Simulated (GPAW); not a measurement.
# Cr (Im-3m) in GPAW: notebook

The runs below take Cr through relaxation of cell and atoms, single point, with RPBE+D4, revPBE+D3(BJ), revPBE+D4, PBE.

All numbers are computed with GPAW 26.7.0; they aren't measurements. Logs are shortened: lines on timing, memory, paths and dates and some standing lists are left out, and cuts for length are marked. The log counts tension as positive stress, the text compression.

## (1) Starting point

Symmetry: Im-3m, No. 229, cubic system. Conventional cell: a = 2.969 Å, b = 2.969 Å, c = 2.969 Å, α = 90.00°, β = 90.00°, γ = 90.00°. Around Cr (site symmetry m-3m) lie 8 Cr at 2.57 Å.

## (2) Relaxation of cell and atoms, RPBE+D4, collinear spin, ferromagnetic start

File run.py:

```python
from ase import Atoms
from ase.calculators.mixing import SumCalculator
from ase.filters import FrechetCellFilter
from ase.io import write
from ase.optimize import BFGS
from dftd4.ase import DFTD4
from gpaw import GPAW, PW

atoms = Atoms(['Cr'],
              cell=[[-1.4844496776, 1.4844496776, 1.4844496776],
                    [1.4844496776, -1.4844496776, 1.4844496776],
                    [1.4844496776, 1.4844496776, -1.4844496776]],
              scaled_positions=[[0.0, 0.0, 0.0]],
              pbc=True)
atoms.set_initial_magnetic_moments([3.0])

calc = GPAW(mode=PW(600),
            xc='RPBE',
            kpts={'size': (12, 12, 12), 'gamma': True},
            occupations={'name': 'fermi-dirac', 'width': 0.05},
            nbands=11,
            convergence={'density': 1e-05, 'forces': 0.0001},
            maxiter=150,
            txt='gpaw.txt')
atoms.calc = SumCalculator([calc, DFTD4(method='rpbe')])
opt = BFGS(FrechetCellFilter(atoms), trajectory='relax.traj', logfile='-')
done = opt.run(fmax=0.01, steps=60)
calc.write('gs.gpw')
write('result.traj', atoms)
print('Converged:', done)
print('Cell:', atoms.cell.cellpar().round(4))
print('Volume:', round(atoms.get_volume(), 4))
print(atoms.get_scaled_positions().round(5))
```

Potentials or basis: the program's PAW data sets (release 1.2.1) made for this functional, pw.

On the command line:

```sh
$ OMP_NUM_THREADS=1 python run.py
```

gpaw.txt:

```text
__  _  _
 | _ |_)|_||  |
 |__||  | ||/\| - 26.7.0

Input parameters:
  mode=PW(ecut=600.0),
  convergence={'density': 1e-05, 'forces': 0.0001},
  kpts=MonkhorstPack(size=(12, 12, 12), gamma=True),
  maxiter=150,
  nbands=11,
  occupations=Occupations(name='fermi-dirac', width=0.05),
  xc=XC(name='RPBE')

Diagonalizing LCAO Hamiltonian
Converting LCAO to pw mode

       Cr

Atoms  # Å, Bohr magnetons
|   | symbol |        x |        y |        z |    initial magnetic moments |
|---|--------|----------|----------|----------|-----------------------------|
| 0 |     Cr | 0.000000 | 0.000000 | 0.000000 | ( 0.0000,  0.0000,  3.0000) |

Unit cell  # Å
| periodic |         x |         y |         z |  lengths |     angles |
|----------|-----------|-----------|-----------|----------|------------|
|      yes | -1.484450 |  1.484450 |  1.484450 | 2.571142 | 109.471221 |
|      yes |  1.484450 | -1.484450 |  1.484450 | 2.571142 | 109.471221 |
|      yes |  1.484450 |  1.484450 | -1.484450 | 2.571142 | 109.471221 |
[... 225 lines left out ...]
Stress tensor  # eV/Ang^3
|         x |         y |         z |
|-----------|-----------|-----------|
|  0.128974 | -0.000000 | -0.000000 |
| -0.000000 |  0.128974 |  0.000000 |
| -0.000000 |  0.000000 |  0.128974 |

Forces  # eV/Ang
|       x |       y |       z |
|---------|---------|---------|
| 0.00000 | 0.00000 | 0.00000 |  # Cr   0

Interpolating wave functions to new cell

       Cr

Atoms  # Å, Bohr magnetons
|   | symbol |         x |         y |         z |    initial magnetic moments |
|---|--------|-----------|-----------|-----------|-----------------------------|
| 0 |     Cr | -0.000000 | -0.000000 | -0.000000 | ( 0.0000,  0.0000,  0.0000) |

Unit cell  # Å
| periodic |         x |         y |         z |  lengths |     angles |
|----------|-----------|-----------|-----------|----------|------------|
|      yes | -1.433999 |  1.433999 |  1.433999 | 2.483759 | 109.471221 |
|      yes |  1.433999 | -1.433999 |  1.433999 | 2.483759 | 109.471221 |
|      yes |  1.433999 |  1.433999 | -1.433999 | 2.483759 | 109.471221 |
[... 218 lines left out ...]
No gap
No difference between direct/indirect transitions

Stress tensor  # eV/Ang^3
|        x |         y |         z |
|----------|-----------|-----------|
| 0.008053 |  0.000000 |  0.000000 |
| 0.000000 |  0.008053 | -0.000000 |
| 0.000000 | -0.000000 |  0.008053 |

Forces  # eV/Ang
|        x |       y |       z |
|----------|---------|---------|
| -0.00000 | 0.00000 | 0.00000 |  # Cr   0

Interpolating wave functions to new cell

       Cr
[... 205 lines left out ...]
Total magnetic moment: (0.000000, 0.000000, 0.000000)

Local magnetic moments
|        x |        y |         z |
|----------|----------|-----------|
| 0.000000 | 0.000000 | -0.000000 |  # Cr   0

Fermi level: 11.996
Eigenvalues  # (at kpt = [-0.000, -0.000, -0.000])
| band index |      eig [eV] | occ [0-1] |      eig [eV] | occ [0-1] |
|------------|---------------|-----------|---------------|-----------|
|          0 |         4.065 |     1.000 |         4.065 |     1.000 |
|          1 |        11.058 |     1.000 |        11.058 |     1.000 |
|          2 |        11.058 |     1.000 |        11.058 |     1.000 |
|          3 |        11.058 |     1.000 |        11.058 |     1.000 |
|          4 |        13.182 |     0.000 |        13.182 |     0.000 |
|          5 |        13.182 |     0.000 |        13.182 |     0.000 |
|          6 |        23.087 |     0.000 |        23.087 |     0.000 |
|          7 |        23.087 |     0.000 |        23.087 |     0.000 |
|          8 |        23.087 |     0.000 |        23.087 |     0.000 |
|          9 |        34.399 |     0.000 |        34.399 |     0.000 |
|         10 |        35.366 |     0.000 |        35.366 |     0.000 |
[... 4 lines left out ...]
Stress tensor  # eV/Ang^3
|         x |         y |         z |
|-----------|-----------|-----------|
| -0.096595 | -0.000000 |  0.000000 |
| -0.000000 | -0.096595 |  0.000000 |
|  0.000000 |  0.000000 | -0.096595 |

Forces  # eV/Ang
|        x |       y |       z |
|----------|---------|---------|
| -0.00000 | 0.00000 | 0.00000 |  # Cr   0

Interpolating wave functions to new cell

       Cr
[... 205 lines left out ...]
Total magnetic moment: (0.000000, 0.000000, 0.000000)

Local magnetic moments
|        x |        y |         z |
|----------|----------|-----------|
| 0.000000 | 0.000000 | -0.000000 |  # Cr   0

Fermi level: 11.822
Eigenvalues  # (at kpt = [-0.000, -0.000, -0.000])
| band index |      eig [eV] | occ [0-1] |      eig [eV] | occ [0-1] |
|------------|---------------|-----------|---------------|-----------|
|          0 |         3.933 |     1.000 |         3.933 |     1.000 |
|          1 |        10.901 |     1.000 |        10.901 |     1.000 |
|          2 |        10.901 |     1.000 |        10.901 |     1.000 |
|          3 |        10.901 |     1.000 |        10.901 |     1.000 |
|          4 |        12.993 |     0.000 |        12.993 |     0.000 |
|          5 |        12.993 |     0.000 |        12.993 |     0.000 |
|          6 |        22.916 |     0.000 |        22.916 |     0.000 |
|          7 |        22.916 |     0.000 |        22.916 |     0.000 |
|          8 |        22.916 |     0.000 |        22.916 |     0.000 |
|          9 |        34.224 |     0.000 |        34.224 |     0.000 |
|         10 |        35.088 |     0.000 |        35.088 |     0.000 |
[... 4 lines left out ...]
Stress tensor  # eV/Ang^3
|         x |         y |         z |
|-----------|-----------|-----------|
| -0.075529 |  0.000000 | -0.000000 |
|  0.000000 | -0.075529 |  0.000000 |
| -0.000000 |  0.000000 | -0.075529 |

Forces  # eV/Ang
|        x |        y |       z |
|----------|----------|---------|
| -0.00000 | -0.00000 | 0.00000 |  # Cr   0

Interpolating wave functions to new cell

       Cr
[... 175 lines left out ...]
SCF iterations
|iter     | |      energy | eigst |  dens |force |  magmom |
|---------|-|-------------|-------|-------|------|---------|
|iter:   1| |   -8.807692 | -4.14 |       |      |  +0.0000|
|iter:   2| |   -8.807691 | -7.44c| -3.26 |      |  +0.0000|
|iter:   3| |   -8.807691c| -6.20 | -3.32 |      |  +0.0000|
|iter:   4| |   -8.807692c| -7.72c| -4.23 |      |  +0.0000|
|iter:   5| |   -8.807692c| -7.49c| -4.44 |      |  +0.0000|
|iter:   6| |   -8.807692c| -8.40c| -5.61c|      |  +0.0000|
|iter:   7| |   -8.807692c|-10.06c| -5.89c|-25.04c|  -0.0000|

Converged in 7 steps
Energy contributions relative to reference atoms: (reference = -28587.401651)

Energy contributions:
  Kinetic:         -14.255221
  Coulomb:           8.585446
  Zero:              0.241185
  External:          0.000000
  Xc:               -3.377350
  Entropy:          -0.003504
  Spinorbit:         0.000000
  ----------------------------
  Free energy:      -8.809444
  Extrapolated:     -8.807692
[... 29 lines left out ...]
Stress tensor  # eV/Ang^3
|         x |         y |         z |
|-----------|-----------|-----------|
| -0.076727 | -0.000000 | -0.000000 |
| -0.000000 | -0.076727 |  0.000000 |
| -0.000000 |  0.000000 | -0.076727 |

Forces  # eV/Ang
|       x |        y |        z |
|---------|----------|----------|
| 0.00000 | -0.00000 | -0.00000 |  # Cr   0

# Writing to gs.gpw (mode='')
```

Wall time 1.9 min (1 thread of Arm Neoverse N1, shared host); peak memory 0.17 GiB.

Results:

```yaml
Free_energy: -9.7019 eV
Relaxed_volume: 11.20 Å³/atom
Relaxed_cell: a = 2.441 Å, b = 2.441 Å, c = 2.441 Å, α = 109.47°, β = 109.47°, γ = 109.47°
Space_group_after_relaxing_to_0.05_Å: Im-3m (No. 229)
Energy_gained_by_relaxing: 194.3 meV/atom
Ionic_steps: 5
Pressure_after_relaxing: 0.0 GPa
Band_gap_on_the_k_mesh: none (metal or under the smearing width)
Net_moment: 0.00 μB per cell
Dispersion_energy_per_atom: -0.892 eV
```

Step by step:
```csv
step,energy change (eV),largest force (eV/Å),pressure (GPa),volume (Å³)
1,0.0000,0.0000,-29.64,13.08
2,-0.1722,0.0000,-12.37,11.80
3,-0.1928,0.0000,2.92,11.08
4,-0.1943,0.0000,-0.18,11.21
5,-0.1943,0.0000,0.00,11.20
```

Final structure:
```
Cr
1.0
    -1.40942    1.40942    1.40942
     1.40942   -1.40942    1.40942
     1.40942    1.40942   -1.40942
Cr
1
Direct
  0.00000 0.00000 0.00000
```

Levels at points of the mesh, in eV from the Fermi level:
Spin up:
```
           k point  band 1  band 2  band 3  band 4  band 5  band 6  band 7
(0.00, 0.00, 0.00)   -7.89   -0.92   -0.92   -0.92    1.17    1.17   11.09
(0.50, 0.50, 0.00)   -4.48   -2.50    1.18    1.24    1.53    2.94   10.31
(0.50, 0.50, 0.50)   -4.40   -4.40    2.53    2.53    2.53   10.02   10.02
```
Spin down:
| k point | band 1 | band 2 | band 3 | band 4 | band 5 | band 6 | band 7 |
| --- | --- | --- | --- | --- | --- | --- | --- |
| (0.00, 0.00, 0.00) | -7.89 | -0.92 | -0.92 | -0.92 | 1.17 | 1.17 | 11.09 |
| (0.50, 0.50, 0.00) | -4.48 | -2.50 | 1.18 | 1.24 | 1.53 | 2.94 | 10.31 |
| (0.50, 0.50, 0.50) | -4.40 | -4.40 | 2.53 | 2.53 | 2.53 | 10.02 | 10.02 |

Caveat: each step starts from the last one's moments, so a moment once lost doesn't come back; the starting moments collapsed, and a magnetic state may lie lower; later steps reuse the first step's grids; pairwise dispersion overbinds metals, which lowers pressure and volume.

## (3) Relaxation of cell and atoms, revPBE+D3(BJ), collinear spin, ferromagnetic start

File run.py:

```python
from ase.calculators.mixing import SumCalculator
from ase.filters import FrechetCellFilter
from ase.io import read, write
from ase.optimize import BFGS
from dftd3.ase import DFTD3
from gpaw import GPAW, PW

atoms = read('POSCAR')
atoms.set_initial_magnetic_moments([3.0])

calc = GPAW(mode=PW(600),
            xc='revPBE',
            kpts={'size': (12, 12, 12), 'gamma': True},
            occupations={'name': 'fermi-dirac', 'width': 0.05},
            nbands=11,
            convergence={'density': 1e-05, 'forces': 0.0001},
            maxiter=150,
            txt='gpaw.txt')
atoms.calc = SumCalculator([calc, DFTD3(method='revpbe', damping='d3bj')])
opt = BFGS(FrechetCellFilter(atoms), trajectory='relax.traj', logfile='-')
done = opt.run(fmax=0.02, steps=40)
calc.write('gs.gpw')
write('result.traj', atoms)
print('Converged:', done)
print('Cell:', atoms.cell.cellpar().round(4))
print('Volume:', round(atoms.get_volume(), 4))
print(atoms.get_scaled_positions().round(5))
```

File POSCAR:

```
Cr
1.0
   -1.4844496776      1.4844496776      1.4844496776
    1.4844496776     -1.4844496776      1.4844496776
    1.4844496776      1.4844496776     -1.4844496776
Cr
1
Direct
    0.0000000000      0.0000000000      0.0000000000
```

Potentials or basis: the program's PAW data sets (release 1.2.1) made for this functional, pw.

On the command line:

```sh
$ OMP_NUM_THREADS=1 python run.py
```

Wall time 83 s (1 thread of Arm Neoverse N1, shared host); peak memory 0.18 GiB.

It converged, with:

- Free energy: -9.9093 eV
- Relaxed volume: 11.05 Å³/atom
- Relaxed cell: a = 2.430 Å, b = 2.430 Å, c = 2.430 Å, α = 109.47°, β = 109.47°, γ = 109.47°
- Space group after relaxing (to 0.05 Å): Im-3m (No. 229)
- Energy gained by relaxing: 235.9 meV/atom
- Ionic steps: 4
- Pressure after relaxing: -0.2 GPa
- Band gap on the k mesh: none (metal or under the smearing width)
- Net moment: 0.00 μB per cell
- Dispersion energy per atom: -0.991 eV

Step by step:
| step | energy change (eV) | largest force (eV/Å) | pressure (GPa) | volume (Å³) |
| --- | --- | --- | --- | --- |
| 1 | 0.0000 | 0.0000 | -32.64 | 13.08 |
| 2 | -0.2095 | 0.0000 | -13.70 | 11.67 |
| 3 | -0.2338 | 0.0000 | 3.64 | 10.90 |
| 4 | -0.2359 | 0.0000 | -0.23 | 11.05 |

Final structure:
```
Cr
1.0
    -1.40311    1.40311    1.40311
     1.40311   -1.40311    1.40311
     1.40311    1.40311   -1.40311
Cr
1
Direct
  0.00000 0.00000 0.00000
```

Levels at points of the mesh, in eV from the Fermi level:
Spin up:
| k point | band 1 | band 2 | band 3 | band 4 | band 5 | band 6 | band 7 |
| --- | --- | --- | --- | --- | --- | --- | --- |
| (0.00, 0.00, 0.00) | -7.94 | -0.94 | -0.94 | -0.94 | 1.19 | 1.19 | 11.19 |
| (0.50, 0.50, 0.00) | -4.55 | -2.55 | 1.20 | 1.28 | 1.55 | 3.00 | 10.47 |
| (0.50, 0.50, 0.50) | -4.49 | -4.49 | 2.58 | 2.58 | 2.58 | 10.13 | 10.13 |
Spin down:
```csv
k point,band 1,band 2,band 3,band 4,band 5,band 6
"(0.00, 0.00, 0.00)",-7.94,-0.94,-0.94,-0.94,1.19,1.19
"(0.50, 0.50, 0.00)",-4.55,-2.55,1.20,1.28,1.55,3.00
"(0.50, 0.50, 0.50)",-4.49,-4.49,2.58,2.58,2.58,10.13
```

Caveat: each step starts from the last one's moments, so a moment once lost doesn't come back; the starting moments collapsed, and a magnetic state may lie lower; later steps reuse the first step's grids; the volume moved by over 15 % at a fixed basis, so the end points are rough; pairwise dispersion overbinds metals, which lowers pressure and volume.

## (4) Relaxation of cell and atoms, revPBE+D4, collinear spin, ferromagnetic start

run.py: that of step 3 with these lines changed.

```diff
@@ -3,4 +3,4 @@
 from ase.io import read, write
-from ase.optimize import BFGS
-from dftd3.ase import DFTD3
+from ase.optimize import LBFGS
+from dftd4.ase import DFTD4
 from gpaw import GPAW, PW
@@ -18,5 +18,5 @@
             txt='gpaw.txt')
-atoms.calc = SumCalculator([calc, DFTD3(method='revpbe', damping='d3bj')])
-opt = BFGS(FrechetCellFilter(atoms), trajectory='relax.traj', logfile='-')
-done = opt.run(fmax=0.02, steps=40)
+atoms.calc = SumCalculator([calc, DFTD4(method='revpbe')])
+opt = LBFGS(FrechetCellFilter(atoms), trajectory='relax.traj', logfile='-')
+done = opt.run(fmax=0.01, steps=100)
 calc.write('gs.gpw')
```

POSCAR is that of step 3.

On the command line:

```sh
$ OMP_NUM_THREADS=1 python run.py
```

Run time: 1.8 min. Hardware: 1 thread of Arm Neoverse N1, shared host; peak memory 0.19 GiB.

It converged, with:

| Item | Value |
| --- | --- |
| Free energy | -9.7067 eV |
| Relaxed volume | 11.19 Å³/atom |
| Relaxed cell | a = 2.441 Å, b = 2.441 Å, c = 2.441 Å, α = 109.47°, β = 109.47°, γ = 109.47° |
| Space group after relaxing (to 0.05 Å) | Im-3m (No. 229) |
| Energy gained by relaxing | 197.6 meV/atom |
| Ionic steps | 5 |
| Pressure after relaxing | 0.0 GPa |
| Band gap on the k mesh | none (metal or under the smearing width) |
| Net moment | 0.00 μB per cell |
| Dispersion energy per atom | -0.776 eV |

Step by step:
```csv
step,energy change (eV),largest force (eV/Å),pressure (GPa),volume (Å³)
1,0.0000,0.0000,-29.99,13.08
2,-0.1758,0.0000,-12.36,11.78
3,-0.1961,0.0000,2.95,11.07
4,-0.1976,0.0000,-0.18,11.20
5,-0.1976,0.0000,0.00,11.19
```

Final structure:
```
Cr
1.0
    -1.40915    1.40915    1.40915
     1.40915   -1.40915    1.40915
     1.40915    1.40915   -1.40915
Cr
1
Direct
  0.00000 0.00000 0.00000
```

Levels at points of the mesh, in eV from the Fermi level:
Spin up:
```csv
k point,band 1,band 2,band 3,band 4,band 5,band 6,band 7
"(0.00, 0.00, 0.00)",-7.90,-0.92,-0.92,-0.92,1.17,1.17,11.19
"(0.50, 0.50, 0.00)",-4.49,-2.51,1.18,1.25,1.53,2.94,10.31
"(0.50, 0.50, 0.50)",-4.41,-4.41,2.54,2.54,2.54,10.08,10.08
```
Spin down:
```csv
k point,band 1,band 2,band 3,band 4,band 5,band 6,band 7
"(0.00, 0.00, 0.00)",-7.90,-0.92,-0.92,-0.92,1.17,1.17,11.19
"(0.50, 0.50, 0.00)",-4.49,-2.51,1.18,1.25,1.53,2.94,10.31
"(0.50, 0.50, 0.50)",-4.41,-4.41,2.54,2.54,2.54,10.08,10.08
```

Caveat: each step starts from the last one's moments, so a moment once lost doesn't come back; the starting moments collapsed, and a magnetic state may lie lower; later steps reuse the first step's grids; pairwise dispersion overbinds metals, which lowers pressure and volume.

## (5) Single point, PBE, collinear spin, ferromagnetic start

File run.py:

```python
from ase.dft.bandgap import bandgap
from ase.io import read, write
from ase.units import Bohr, GPa
from gpaw import GPAW, PW
from gpaw.elf import elf_from_dft_calculation

atoms = read('POSCAR')
atoms.set_initial_magnetic_moments([3.0])

calc = GPAW(mode=PW(600),
            xc='PBE',
            kpts={'size': (12, 12, 12), 'gamma': True},
            occupations={'name': 'methfessel-paxton', 'order': 0, 'width': 0.027000000000000003},
            nbands=11,
            convergence={'density': 1e-05, 'energy': 1e-05},
            maxiter=150,
            txt='gpaw.txt')
atoms.calc = calc
energy = atoms.get_potential_energy()
forces = atoms.get_forces()
stress = atoms.get_stress()
calc.write('gs.gpw')
write('result.traj', atoms)
print(f'Energy: {energy:.6f} eV')
print('Forces (eV/A):')
print(forces.round(4))
print('Stress (GPa):', (stress / GPa).round(3))
print('Moments:', calc.get_magnetic_moments().round(3))
print('Fermi level:', round(calc.get_fermi_level(), 4), 'eV')
print(f'Gap: {bandgap(calc)[0]:.4f} eV, direct: {bandgap(calc, direct=True)[0]:.4f} eV')

# fields on the real-space grid
write('density.cube', atoms, data=calc.get_pseudo_density() * Bohr**3)
write('potential.cube', atoms, data=calc.get_electrostatic_potential())
write('spin.cube', atoms, data=(calc.get_pseudo_density(spin=0) - calc.get_pseudo_density(spin=1)) * Bohr**3)
write('elf.cube', atoms, data=elf_from_dft_calculation(calc).data)
```

POSCAR is that of step 4.

Potentials or basis: GPAW PAW data sets (gpaw-data 1.2.1), pw.

On the command line:

```sh
$ OMP_NUM_THREADS=1 python run.py
```

Run time: 30 s. Hardware: 1 thread of Arm Neoverse N1, shared host; peak memory 0.14 GiB.

Results (log left out):

- Free energy: -9.2514 eV
- Pressure: -25.5 GPa
- Band gap on the k mesh: none (metal or under the smearing width)
- Net moment: 0.00 μB per cell

Levels at points of the mesh, in eV from the Fermi level:
Spin up:
| k point | band 1 | band 2 | band 3 | band 4 | band 5 | band 6 |
| --- | --- | --- | --- | --- | --- | --- |
| (0.00, 0.00, 0.00) | -7.32 | -0.76 | -0.76 | -0.76 | 0.95 | 0.95 |
| (0.50, 0.50, 0.00) | -3.78 | -2.03 | 0.92 | 0.93 | 1.21 | 2.34 |
| (0.50, 0.50, 0.50) | -3.55 | -3.55 | 2.01 | 2.01 | 2.01 | 8.92 |
Spin down:
| k point | band 1 | band 2 | band 3 | band 4 | band 5 | band 6 | band 7 |
| --- | --- | --- | --- | --- | --- | --- | --- |
| (0.00, 0.00, 0.00) | -7.32 | -0.76 | -0.76 | -0.76 | 0.95 | 0.95 | 10.01 |
| (0.50, 0.50, 0.00) | -3.78 | -2.03 | 0.92 | 0.93 | 1.21 | 2.34 | 8.52 |
| (0.50, 0.50, 0.50) | -3.55 | -3.55 | 2.01 | 2.01 | 2.01 | 8.92 | 8.92 |

Caveat: the starting moments collapsed, and a magnetic state may lie lower; so large a pressure means that the cell lies far from this level's equilibrium, or that cutoff or potentials fall short.
